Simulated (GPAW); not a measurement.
Here is a GPAW 26.7.0 calculation.

The input run.py:

```python
from ase import Atoms
from ase.dft.bandgap import bandgap
from ase.io import write
from ase.units import GPa
from gpaw import GPAW, PW, setup_paths

setup_paths.insert(0, '.')

atoms = Atoms(['Sb', 'Sb', 'Sb', 'Sb'],
              cell=[[4.5277, 0.0, 0.0],
                    [0.0, 4.4211, 0.0],
                    [-1.320519, 0.0, 6.364348]],
              scaled_positions=[[0.33993, 0.25, 0.68367],
                                [0.936638, 0.75, 0.762758],
                                [0.063362, 0.25, 0.237242],
                                [0.66007, 0.75, 0.31633]],
              pbc=True)

calc = GPAW(mode=PW(450),
            xc='PBEsol',
            kpts={'size': (4, 4, 3), 'gamma': True},
            occupations={'name': 'fermi-dirac', 'width': 0.05},
            nbands=46,
            maxiter=120,
            txt='gpaw.txt')
atoms.calc = calc
energy = atoms.get_potential_energy()
forces = atoms.get_forces()
stress = atoms.get_stress()
calc.write('gs.gpw')
write('result.traj', atoms)
print(f'Energy: {energy:.6f} eV')
print('Forces (eV/A):')
print(forces.round(4))
print('Stress (GPa):', (stress / GPa).round(3))
print('Fermi level:', round(calc.get_fermi_level(), 4), 'eV')
print(f'Gap: {bandgap(calc)[0]:.4f} eV, direct: {bandgap(calc, direct=True)[0]:.4f} eV')
```

Potentials or basis: PAW data sets generated in the run's folder for this functional, pw.

Launch:

```console
$ gpaw-setup -f PBEsol Sb
$ OMP_NUM_THREADS=1 python run.py
```

Problem. What does it give for the band gap on the k mesh?

Solution. None (metal or under the smearing width).

Problem. Predict the largest force.

Solution. 0.122 eV/Å.

Problem. Estimate the pressure.

Solution. -4.2 GPa.

Stress tensor (GPa, compression positive):
```
-4.67  0.00 -0.03
 0.00 -4.16  0.00
-0.03  0.00 -3.87
```

Caveat: the cutoff is short for stress and forces, so pressures can be off by a GPa or more. Spin-orbit coupling is left out, which matters for the levels of Sb.
